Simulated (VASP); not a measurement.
# Se (R-3m) in VASP: a series of runs

One crystal, Se, is run at these levels: PBEsol; tasks: relaxation of cell and atoms.

Program: VASP 6.6.1. These are calculated values, not measurements. Logs are shortened: lines on timing, memory, paths and dates and some standing lists are left out, and cuts for length are marked.

### 1 The crystal as given

It takes space group R-3m (No. 166, trigonal). The conventional cell has a = 3.942 Å, b = 3.942 Å, c = 2.998 Å, α = 90.00°, β = 90.00°, γ = 120.00°. Around Se (site symmetry -3m) lie 6 Se at 2.49 Å.

This isn't the form of Se at room conditions, which is trigonal, of chains.

### 2 Relaxation of cell and atoms, PBEsol, target pressure 75 GPa, at which the enthalpy is minimised

INCAR reads:

```
SYSTEM = Se
  ALGO = Normal
  EDIFF = 1E-7
  EDIFFG = -0.15
  ENCUT = 520
  GGA = PS
  IBRION = 2
  ISIF = 3
  ISMEAR = 0
  LASPH = .True.
  LCHARG = .False.
  LREAL = .False.
  LWAVE = .False.
  NELM = 100
  NSW = 80
  PREC = Accurate
  PSTRESS = 750.0
  SIGMA = 0.1
```

KPOINTS reads:

```
k-points
0
Gamma
  21 21 21
  0 0 0
```

POSCAR reads:

```
Se                                      
1.0
    1.9710066214      1.1379612227      0.9993466423
   -1.9710066214      1.1379612227      0.9993466423
   -0.0000000000     -2.2759224453      0.9993466423
  Se            
     1
Direct
     1.0000000000000000    1.0000000000000000    0.0000000000000000
```

Potentials or basis: VASP PAW PBE potentials, release 64 (Se).

Run with:

```sh
$ cat potpaw_PBE.64/Se/POTCAR > POTCAR
$ mpirun -np 1 vasp_std > vasp.out
```

OUTCAR:

```text
SYSTEM = Se
   EDIFF = 1E-7
   EDIFFG = -0.15
   ENCUT = 520
   GGA = PS
   IBRION = 2
   ISIF = 3
   ISMEAR = 0
   LASPH = .True.
   LREAL = .False.
   NELM = 100
   NSW = 80
   PREC = Accurate
   PSTRESS = 750.0

 ion  position               nearest neighbor table
   1  0.000  0.000  0.000-

  LATTYP: Found a trigonal (rhomboedric) cell.
 ALAT       =     2.4856621970
 COS(alpha) =    -0.2575404033

  Lattice vectors:

 A1 = (   1.9710066214,   1.1379612227,   0.9993466423)
 A2 = (  -1.9710066214,   1.1379612227,   0.9993466423)
 A3 = (   0.0000000000,  -2.2759224453,   0.9993466423)

Analysis of symmetry for initial positions (statically):
=====================================================================
 Subroutine PRICEL returns:
 Original cell was already a primitive cell.

 Routine SETGRP: Setting up the symmetry group for a
 trigonal (rhombohedral) supercell.

 Subroutine GETGRP returns: Found 12 space group operations
 (whereof 12 operations were pure point group operations)
 out of a pool of 12 trial point group operations.

The static configuration has the point symmetry D_3d.

Analysis of symmetry for dynamics (positions and initial velocities):
=====================================================================
 Subroutine PRICEL returns:
 Original cell was already a primitive cell.

 Routine SETGRP: Setting up the symmetry group for a
 trigonal (rhombohedral) supercell.

 Subroutine GETGRP returns: Found 12 space group operations
 (whereof 12 operations were pure point group operations)
 out of a pool of 12 trial point group operations.

The dynamic configuration has the point symmetry D_3d.

 Subroutine INISYM returns: Found 12 space group operations
 (whereof 12 operations are pure point group operations),
 and found     1 'primitive' translations

----------------------------------------------------------------------------------------

                                     Primitive cell

  volume of cell :      13.4488

  direct lattice vectors                    reciprocal lattice vectors
     1.971006621  1.137961223  0.999346642     0.253677484  0.146460761  0.333551262
    -1.971006621  1.137961223  0.999346642    -0.253677484  0.146460761  0.333551262
     0.000000000 -2.275922445  0.999346642     0.000000000 -0.292921522  0.333551262

  length of vectors
     2.485662197  2.485662197  2.485662223     0.443913803  0.443913803  0.443913800

  position of ions in fractional coordinates (direct lattice)
     0.000000000  0.000000000  0.000000000

  ion indices of the primitive-cell ions
   primitive index   ion index
                 1           1

----------------------------------------------------------------------------------------

 KPOINTS: k-points

Automatic generation of k-mesh.
 Grid dimensions read from file:
 generate k-points for:   21   21   21

 Generating k-lattice:

  Cartesian coordinates                     Fractional coordinates (reciprocal lattice)
     0.012079880  0.006974322  0.015883393     0.047619048  0.000000000  0.000000000
    -0.012079880  0.006974322  0.015883393     0.000000000  0.047619048  0.000000000
     0.000000000 -0.013948644  0.015883393     0.000000000  0.000000000  0.047619048

  Length of vectors
     0.021138753  0.021138753  0.021138752

  Shift w.r.t. Gamma in fractional coordinates (k-lattice)
     0.000000000  0.000000000  0.000000000

 Subroutine IBZKPT returns following result:
 ===========================================

 Found    891 irreducible k-points:

 Following reciprocal coordinates:
            Coordinates               Weight
  0.000000  0.000000  0.000000      1.000000
  0.047619 -0.000000  0.000000      6.000000
  0.095238 -0.000000  0.000000      6.000000
  0.142857  0.000000  0.000000      6.000000
  0.190476 -0.000000  0.000000      6.000000
  0.238095  0.000000  0.000000      6.000000
[... 16 lines left out ...]
 -0.428571  0.047619  0.000000     12.000000
 -0.380952  0.047619 -0.000000     12.000000
 [... further k-points ...]
   k-points           NKPTS =    891   k-points in BZ     NKDIM =    891   number of bands    NBANDS=      7
   number of dos      NEDOS =    301   number of ions     NIONS =      1
   total plane-waves  NPLWV =   5832
   dimension x,y,z NGX =    18 NGY =   18 NGZ =   18
   dimension x,y,z NGXF=    36 NGYF=   36 NGZF=   36
   ions per type =               1
   NGX,Y,Z   is equivalent  to a cutoff of  12.04, 12.04, 12.04 a.u.
   NGXF,Y,Z  is equivalent  to a cutoff of  24.08, 24.08, 24.08 a.u.
 SYSTEM =  Se
   PREC   = accura    normal or accurate (medium, high low for compatibility)
   ISTART =      0    job   : 0-new  1-cont  2-samecut
   ICHARG =      2    charge: 1-file 2-atom 10-const
   ISPIN  =      1    spin polarized calculation?
   LNONCOLLINEAR =      F non collinear calculations
   LSORBIT =      F    spin-orbit coupling
   LASPH  =      T    aspherical Exc in radial PAW
   ENCUT  =  520.0 eV  38.22 Ry    6.18 a.u.   4.62  4.62  4.62*2*pi/ulx,y,z
   NELM   =    100;   NELMIN=  2; NELMDL= -5     # of ELM steps
   EDIFF  = 0.1E-06   stopping-criterion for ELM
   LREAL  =      F    real-space projection
   EDIFFG = -.1E+00   stopping-criterion for IOM
   NSW    =     80    number of steps for IOM
   IBRION =      2    ionic relax: 0-MD 1-quasi-New 2-CG
   NFREE  =      1    steps in history (QN), initial steepest desc. (CG)
   ISIF   =      3    stress and relaxation
   ISYM   =      2    0-nonsym 1-usesym 2-fastsym
   POTIM  = 0.5000    time-step for ionic-motion
   TEBEG  =    0.0;   TEEND  =   0.0 temperature during run
   PSTRESS=  750.0 pullay stress
   NELECT =       6.0000    total number of electrons
   NUPDOWN=      -1.0000    fix difference up-down
   EMIN   =  10.00;   EMAX   =-10.00  energy-range for DOS
   EFERMI =   0.00;   METHOD = LEGACY
   ISMEAR =     0;   SIGMA  =   0.10  broadening in eV -4-tet -1-fermi 0-gaus
   EFERMI_NEDOS =   21; number of points for ismear=-14 and -15
   IALGO  =     38    algorithm
   IMIX   =      4    mixing-type and parameters
     AMIX     =   0.40;   BMIX     =  1.00
     AMIX_MAG =   1.60;   BMIX_MAG =  1.00
  volume/ion in A,a.u.               =      13.45        90.76
  Fermi-wavevector in a.u.,A,eV,Ry     =   1.250924  2.363904 21.290545  1.564811
  Thomas-Fermi vector in A             =   2.384896
   LORBIT       =      0    0 simple, 1 ext, 2 COOP (PROOUT), +10 PAW based schemes
   GGA     = PS    functional components
   LHFCALC =     F    Hartree Fock is set to
   AEXX    =    0.0000 exact exchange contribution
   IVDW    =     0    specifies the selected vdW correction
   LEPSILON=     F    determine dielectric tensor
   LRPA    =     F    only Hartree local field effects (RPA)
 conjugate gradient relaxation of ions
 non-spin polarized calculation
 Gauss-broadening in eV      SIGMA  =   0.10
  energy-cutoff  :      520.00
  volume of cell :       13.45
 maximum number of plane-waves:       387
   NGX =  9   NGY =  9   NGZ =  9

 number of electron       5.9999999 magnetization

 Free energy of the ion-electron system (eV)
  ---------------------------------------------------
  ext. energy  EPLUGINS =         0.00000000
  ---------------------------------------------------
  free energy    TOTEN  =        -2.52172689 eV

  energy without entropy =       -2.52022990  energy(sigma->0) =       -2.52097839

 E-fermi :  11.5430     XC(G=0): -12.6271

 val. band max:       11.5414231434   @ k =  -0.1905   0.3333   0.1429
 cond. band min:      11.5470478018   @ k =  -0.4762   0.3333   0.1905
 fundamental gap:      0.0056246583
 Fermi energy:        11.5429720499

 k-point     1 :       0.0000    0.0000    0.0000
  band No.  band energies     occupation
      1      -9.5726      2.00000
      2      14.8715      0.00000
      3      17.2971      0.00000
      4      17.2971      0.00000
      5      22.0993      0.00000
      6      22.0993      0.00000
      7      25.0159      0.00000

 k-point     2 :       0.0476   -0.0000    0.0000
  band No.  band energies     occupation
      1      -9.5092      2.00000
      2      14.5644      0.00000
      3      16.6866      0.00000
      4      17.2327      0.00000
      5      22.1635      0.00000
      6      22.7545      0.00000
      7      25.2497      0.00000

 k-point     3 :       0.0952   -0.0000    0.0000
  band No.  band energies     occupation
      1      -9.3191      2.00000
      2      13.4322      0.00000
      3      15.8525      0.00000
      4      17.0624      0.00000
      5      22.3013      0.00000
      6      23.8506      0.00000
      7      25.7509      0.00000

 k-point     4 :       0.1429    0.0000    0.0000
  band No.  band energies     occupation
      1      -9.0036      2.00000
      2      11.6497      0.13138
      3      15.3508      0.00000
      4      16.8367      0.00000
      5      22.3731      0.00000
      6      24.4953      0.00000
      7      26.0842      0.00000

 k-point     5 :       0.1905   -0.0000    0.0000
  band No.  band energies     occupation
      1      -8.5647      2.00000
      2       9.6848      2.00000
      3      14.9766      0.00000
      4      16.6036      0.00000
      5      22.2386      0.00000
      6      24.1866      0.00000
      7      26.8542      0.00000

 k-point     6 :       0.2381    0.0000    0.0000
  band No.  band energies     occupation
      1      -8.0063      2.00000
      2       7.7280      2.00000
      3      14.6560      0.00000
      4      16.3962      0.00000
      5      21.8727      0.00000
      6      23.4688      0.00000
      7      28.0382      0.00000

 k-point     7 :       0.2857    0.0000    0.0000
  band No.  band energies     occupation
      1      -7.3360      2.00000
      2       5.8519      2.00000
      3      14.3821      0.00000
      4      16.2325      0.00000
      5      21.3713      0.00000
      6      22.7427      0.00000
      7      29.4164      0.00000
[... 121 lines left out ...]
 k-point    20 :       0.4286    0.0476    0.0000
  band No.  band energies     occupation
      1      -4.6377      2.00000
      2       0.9232      2.00000
      3      13.2321      0.00000
      4      15.3935      0.00000
      5      20.6105      0.00000
      6      21.9802      0.00000
      7      32.9754      0.00000

 k-point    21 :       0.4762    0.0476    0.0000
  band No.  band energies     occupation
      1      -4.2080      2.00000
      2       0.3191      2.00000
      3      13.3735      0.00000
      4      15.5299      0.00000
      5      20.3680      0.00000
      6      21.6664      0.00000
      7      33.7288      0.00000

 k-point    22 :      -0.4762    0.0476    0.0000
  band No.  band energies     occupation
      1      -4.4283      2.00000
      2       0.6167      2.00000
      3      13.5831      0.00000
      4      15.7179      0.00000
      5      20.2689      0.00000
      6      21.5003      0.00000
      7      32.6999      0.00000

 k-point    23 :      -0.4286    0.0476    0.0000
  band No.  band energies     occupation
      1      -5.1230      2.00000
      2       1.6400      2.00000
      3      13.8484      0.00000
      4      15.9448      0.00000
      5      20.3176      0.00000
      6      21.4977      0.00000
      7      31.3154      0.00000

 k-point    24 :      -0.3810    0.0476   -0.0000
  band No.  band energies     occupation
      1      -5.9575      2.00000
      2       3.0513      2.00000
      3      14.1552      0.00000
      4      16.1971      0.00000
      5      20.5092      0.00000
      6      21.6700      0.00000
      7      29.9311      0.00000

 [... further k-points ...]

------------------------ aborting loop because EDIFF is reached ----------------------------------------

  FORCE on cell =-STRESS in cart. coord.  units (eV):
  Direction    XX          YY          ZZ          XY          YZ          ZX
  --------------------------------------------------------------------------------------
  -------------------------------------------------------------------------------------
  Total        6.3034770      6.3034772      6.2875935      0.0000000      0.0000000      0.0000000
  in kB      750.9444328    750.9444582    749.0522016      0.0000000      0.0000000      0.0000000
  external PRESSURE =       0.3136975 kB  Pullay stress =     750.0000000 kB

 VOLUME and BASIS-vectors are now :
 -----------------------------------------------------------------------------
  energy-cutoff  :      520.00
  volume of cell :       13.45
      direct lattice vectors                 reciprocal lattice vectors
     1.971006621  1.137961223  0.999346642     0.253677484  0.146460761  0.333551262
    -1.971006621  1.137961223  0.999346642    -0.253677484  0.146460761  0.333551262
     0.000000000 -2.275922445  0.999346642     0.000000000 -0.292921522  0.333551262

 POSITION                                       TOTAL-FORCE (eV/Angst)
 -----------------------------------------------------------------------------------
      0.00000      0.00000      0.00000         0.000000     -0.000000      0.000000
 -----------------------------------------------------------------------------------
    total drift:                               -0.000000      0.000000      0.000000

  FREE ENERGIE OF THE ION-ELECTRON SYSTEM (eV)
  ---------------------------------------------------
  free  energy   TOTEN  =        -2.5217268878 eV

  energy  without entropy=       -2.5202299000  energy(sigma->0) =       -2.52097839

  enthalpy is  TOTEN    =         3.7738225031 eV   P V=        6.2955493909

 reached required accuracy - stopping structural energy minimisation
```

Run time: 18 s. Hardware: 1 thread of Intel Xeon 6975P-C (Granite Rapids), shared host; peak memory 0.19 GiB.

What came out:

```yaml
Free_energy: -2.5217 eV
Pressure_after_relaxing: 75.0 GPa
Band_gap_on_the_k_mesh: none (metal or under the smearing width)
```

Final structure:
```xyz
1
Lattice="1.9710 1.1380 0.9993 -1.9710 1.1380 0.9993 0.0000 -2.2759 0.9993" Properties=species:S:1:pos:R:3 pbc="T T T"
Se    0.0000    0.0000    0.0000
```

Levels at points of the mesh, in eV from the Fermi level:
| k point | band 1 | band 2 | band 3 | band 4 | band 5 | band 6 | band 7 |
| --- | --- | --- | --- | --- | --- | --- | --- |
| (0.00, 0.00, 0.00) | -21.12 | 3.33 | 5.75 | 5.75 | 10.56 | 10.56 | 13.47 |

Caveat: the relaxation stopped at its first step, so nothing moved; the cell is relaxed towards a set pressure, so the enthalpy falls and the energy may rise; the PAW data sets were made with another functional, which shifts forces and pressure a little.

(Continued in part 2 of 2.)
